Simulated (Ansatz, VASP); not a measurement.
## Two plane-wave programs on W

File INCAR:

```
ALGO = Fast
EDIFF = 1E-6
ENCUT = 520
GGA = PS
ISIF = 2
ISMEAR = 0
LASPH = True
LCHARG = False
LREAL = False
LWAVE = False
NBANDS = 13
NELM = 100
PREC = Accurate
SIGMA = 0.15
```

File KPOINTS:

```
k-points
0
Gamma
  20 20 20
```

Contents of POSCAR:

```
W
1.0
    0.0000000000      2.0300000000      2.0909000000
    2.0300000000      0.0000000000      2.0909000000
    2.0300000000      2.0300000000      0.0000000000
W
1
Direct
    0.0000000000      0.0000000000      0.0000000000
```

Input for Ansatz:

```yaml
crystal:
  lattice:
    - [0.0, 2.03, 2.0909]
    - [2.03, 0.0, 2.0909]
    - [2.03, 2.03, 0.0]
  atoms:
    - { symbol: W, position: [0.0, 0.0, 0.0] }
basis:
  ecutwfc: 420
kpoints:
  mp_grid: { grid: [20, 20, 20] }
hamiltonian:
  xc: pbesol
scf:
  occupations: { method: gaussian, width: 0.15 }
output:
  forces: true
  stress: true
  eigenvalues: true
```

Change from the starting cell: strain +0.0300 x Voigt [0, 0, 1, 0, 0, 0], atoms carried along.

Alike in both runs: task single point; functional PBEsol; k mesh 20 × 20 × 20; occupations gaussian, width 0.15 eV; no spin polarisation.

```csv
,VASP,Ansatz
version,VASP 6.6.1,Ansatz 0.2.0
potentials or method,"VASP PAW PBE potentials, release 64 (W_sv)","scalar-relativistic, plane waves, PAW"
plane-wave cutoff (eV),520,420
valence electrons in the cell,14,14
```

```tsv
	VASP	Ansatz	Ansatz less VASP
gap on the k mesh at the Fermi level (eV)	none	none	-
pressure (GPa)	-19.2	-19.5	-0.33
largest component of the traceless stress (GPa)	5.10	5.08	-0.020
```

A gap of «none» marks a metal or a gap that the smearing closes. The functional is the same, so the differences come from potentials, cutoffs and numerics.

Caveats: so large a pressure means that the cell lies far from this level's equilibrium, or that cutoff or potentials fall short (VASP); the potentials were made for another functional, which shifts forces and pressure (VASP). The runs have no spin-orbit coupling, so splittings on W are missing.
